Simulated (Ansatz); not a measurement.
Ni:

```
CELL_PARAMETERS angstrom
0.00000 1.73757 1.73757
1.73757 0.00000 1.73757
1.73757 1.73757 0.00000
ATOMIC_POSITIONS crystal
Ni 0.00000 0.00000 0.00000
```

Base run:

- Program: Ansatz 0.2.0
- Functional: PBEsol
- Potentials or basis: all-electron LAPW, inner shells corrected to Dirac's equation
- Cutoff: 320 eV
- Density cutoff: 1279 eV
- Basis error allowed: 0.001 eV/atom
- k mesh: 13 × 13 × 13
- Occupations: fermi-dirac, width 0.05 eV
- Spin: collinear spin, ferromagnetic start
- Starting moments: [1.0] μB

Its results: pressure -2.4 GPa; net moment 0.63 μB per cell; site moments Ni +0.65 μB.

The run is repeated on the same cell with these changes: potentials or basis from all-electron LAPW, inner shells corrected to Dirac's equation to all-electron LAPW, non-relativistic. What comes out?

Pressure 2.3 GPa; net moment 0.62 μB per cell; site moments Ni +0.64 μB.

Not every run made on this cell is shown here.
